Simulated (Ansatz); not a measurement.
# ZrSiO4 (I4_1/amd): a vacancy on Zr

The task here is to estimate one member of a computed series from the others.

All numbers below are computed with Ansatz 0.2.0 (DFT PBE, scalar-relativistic, plane waves, PAW).

4 further runs of the same task are left out: 4 set aside as unsound or not needed.

## The starting structure

The cell holds 35 atoms (O24Si6Zr5): a = 6.678 Å, b = 6.678 Å, c = 10.195 Å, α = 109.12°, β = 109.12°, γ = 90.00°.

The coordinates of this cell stand in the input of its own run.

The host was relaxed before at PBE: a = 6.678 Å, b = 6.678 Å, c = 6.023 Å, α = 90.00°, β = 90.00°, γ = 90.00° (conventional cell), 11.191 Å³/atom.

Places, in fractions of the supercell: a vacancy on Zr at (0.333, 0.333, 0.667). Its neighbours start displaced at random by about 0.03 Å.

The first run:

Contents of input.yaml:

```yaml
crystal:
  lattice:
    - [-3.3387597687, 3.3387597687, 3.0117389448]
    - [3.3387597687, -3.3387597687, 3.0117389448]
    - [3.3387597687, 3.3387597687, -3.0117389448]
  atoms:
    - { symbol: Zr, position: [0.0, 0.0, 0.0] }
    - { symbol: Zr, position: [0.75, 0.25, 0.5] }
    - { symbol: Si, position: [0.5, 0.5, 0.0] }
    - { symbol: Si, position: [0.25, 0.75, 0.5] }
    - { symbol: O, position: [0.1359052734, 0.3196651601, 0.8162401133] }
    - { symbol: O, position: [0.0696651601, 0.7534250468, 0.6837598867] }
    - { symbol: O, position: [0.0696651601, 0.3859052734, 0.3162401133] }
    - { symbol: O, position: [0.5034250468, 0.3196651601, 0.1837598867] }
    - { symbol: O, position: [0.6803348399, 0.4965749532, 0.8162401133] }
    - { symbol: O, position: [0.6140947266, 0.9303348399, 0.6837598867] }
    - { symbol: O, position: [0.2465749532, 0.9303348399, 0.3162401133] }
    - { symbol: O, position: [0.6803348399, 0.8640947266, 0.1837598867] }
basis:
  ecutwfc: 420
  xc_grid: 2
kpoints:
  mp_grid: { grid: [6, 6, 6] }
  band_path: { path: [VBM, CBM], npoints: 2 }
hamiltonian:
  xc: pbe
scf:
  occupations: { method: gaussian, width: 0.02 }
output:
  forces: true
  stress: true
  eigenvalues: true
```

Launch:

```bash
ansatz run input.yaml --threads 8 --pin off --max-ram 16384MiB --backend cpu --events-out ev --progress --plain --runs-dir out
```

Steps of the session up to this table: Band edges of the host over the zone; Dielectric tensors of the host, without U; The perfect crystal in the supercell of 36 atoms; Charge 0, atoms relaxed; Charge -1, atoms relaxed; Charge -4, atoms relaxed.

One of the session's tables, all rows but one given; the rest of the session is left out.

| state | cell moment (μB) |
| --- | --- |
| ideal sites | 0.00 |
| charge 0 | ? |
| charge -1 | 3.00 |
| charge -4 | 0.00 |

**Question.** Estimate the row for charge 0.

The run gave: cell moment (μB): 4.00. In the column «cell moment (μB)» it is the highest.

Caveats from the session: The program doubts the potential alignment. Warnings in the runs' records: seeded moment not kept.
